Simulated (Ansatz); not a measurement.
# BN: the cost of one run

Method: DFT r2SCAN, scalar-relativistic, plane waves, PAW, in Ansatz 0.2.0.

### 1 The starting structure

It takes space group P6_3/mmc (No. 194, hexagonal). The conventional cell has a = 2.512 Å, b = 2.512 Å, c = 7.707 Å, α = 90.00°, β = 90.00°, γ = 120.00°. Around B (site symmetry -6m2) lie 3 N at 1.45 Å. N (site symmetry -6m2) is surrounded by 3 B at 1.45 Å.

As a file:

```xyz
4
Lattice="2.5124 0.0000 0.0000 -1.2562 2.1758 0.0000 0.0000 0.0000 7.7073" Properties=species:S:1:pos:R:3 pbc="T T T"
B     0.0000    1.4506    1.9268
B     1.2562    0.7253    5.7804
N     0.0000    1.4506    5.7804
N     1.2562    0.7253    1.9268
```

Source of the structure: the Materials Project (structure only).

(A quick probe on a coarse mesh, which set the mesh and smearing, is not shown.)

### 3 Full relaxation

File input.yaml:

```yaml
crystal:
  lattice:
    - [2.5124282281, 0.0, 0.0]
    - [-1.2562141141, 2.1758266707, 0.0]
    - [0.0, 0.0, 7.707265]
  atoms:
    - { symbol: B, position: [0.33333333, 0.66666667, 0.25] }
    - { symbol: B, position: [0.66666667, 0.33333333, 0.75] }
    - { symbol: "N", position: [0.33333333, 0.66666667, 0.75] }
    - { symbol: "N", position: [0.66666667, 0.33333333, 0.25] }
basis:
  ecutwfc: 500
kpoints:
  mp_grid: { grid: [12, 12, 4] }
hamiltonian:
  xc: r2scan
scf:
  occupations: { method: gaussian, width: 0.02 }
output:
  forces: true
  stress: true
  eigenvalues: true
relax:
  adjacent_minimum: "off"
  f_tol: 0.005
  max_steps: 80
  cell: { stress_tol: 0.05 }
```

On the command line:

```sh
ansatz run input.yaml --threads 1 --pin off --max-ram 2560MiB --backend cpu --events-out ev --progress --plain --runs-dir out
```

**Question.** How long does this run take on 1 thread of Arm Neoverse V1, shared host, and how much memory does it need?

About 26 s, with a peak of 0.43 GiB.
